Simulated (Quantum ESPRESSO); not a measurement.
**TaN: single point with LDA+U**

The system is TaN.

```
Ta N
1.0
     5.19600    0.00000    0.00000
    -2.59800    4.49987    0.00000
     0.00000    0.00000    2.91100
Ta N
3 3
Direct
  0.33333 0.66667 0.50000
  0.66667 0.33333 0.50000
  0.00000 0.00000 0.00000
  0.39285 0.00000 0.00000
  0.60715 0.60715 0.00000
  0.00000 0.39285 0.00000
```

```json
{
 "Program": "Quantum ESPRESSO 7.5",
 "Task": "single point",
 "Functional": "LDA",
 "Potentials or basis": "GBRV 1.5 LDA",
 "Cutoff": "762 eV",
 "Density cutoff": "6095 eV",
 "k mesh": "3 × 3 × 4",
 "Occupations": "gaussian, width 0.05 eV",
 "Spin": "collinear spin, zero start",
 "Starting moments": "[0.0, 0.0, 0.0, 0.0, 0.0, 0.0] μB",
 "Fixed moment": "0 μB",
 "Hubbard terms": "Ta d U = 4 eV",
 "Hubbard projectors": "ortho-atomic",
 "Double": "2",
 "Start of the occupations": "crystal_field",
 "Moments locked": "total",
 "Magnetic state asked for": "nm_spin",
 "Form of the LDA correlation": "PZ81",
 "Symmetry": "off",
 "Formal shell electrons": "1 d2, 2 d2, 3 d2",
 "Nosym": "yes",
 "SCF threshold": "1.5e-06 Ry",
 "Most SCF iterations": "100",
 "Mixing ndim": "20",
 "Mixing beta": "0.7"
}
```

```json
{"Largest force": "0.011 eV/Å", "Net moment": "0.00 μB per cell", "Absolute moment": "0.00 μB per cell", "Valence electrons inside the program's atomic spheres": "Ta 8.19, 8.21; N 4.59"}
```

Forces in eV/Å, atoms in the order of the input:
```
Ta   0.002  0.001  0.000
Ta  -0.002  0.001  0.000
Ta   0.000 -0.002  0.000
N   -0.010  0.000  0.000
N    0.006  0.009  0.000
N    0.005 -0.009  0.000
```

Eigenvalues of the final occupation matrices:
```tsv
site	spin	trace	eigenvalues
Ta 1 5d	1	1.75	0.29 0.29 0.36 0.36 0.44
Ta 1 5d	2	1.75	0.29 0.29 0.36 0.36 0.44
Ta 2 5d	1	1.75	0.29 0.29 0.36 0.36 0.44
Ta 2 5d	2	1.75	0.29 0.29 0.36 0.36 0.44
Ta 3 5d	1	1.77	0.31 0.31 0.33 0.33 0.48
Ta 3 5d	2	1.77	0.31 0.31 0.33 0.33 0.48
```

Wall time 45 s on 2 MPI ranks on Intel(R) Xeon(R) 6975P-C (Granite Rapids), with other jobs on the host, peak memory 0.78 GiB a rank.

Caveat: the k mesh is coarse (spacing up to 0.54 Å⁻¹), so the values aren't converged; the total moment is fixed, so each spin has its own Fermi level. The run has no spin-orbit coupling, so splittings on Ta are missing.
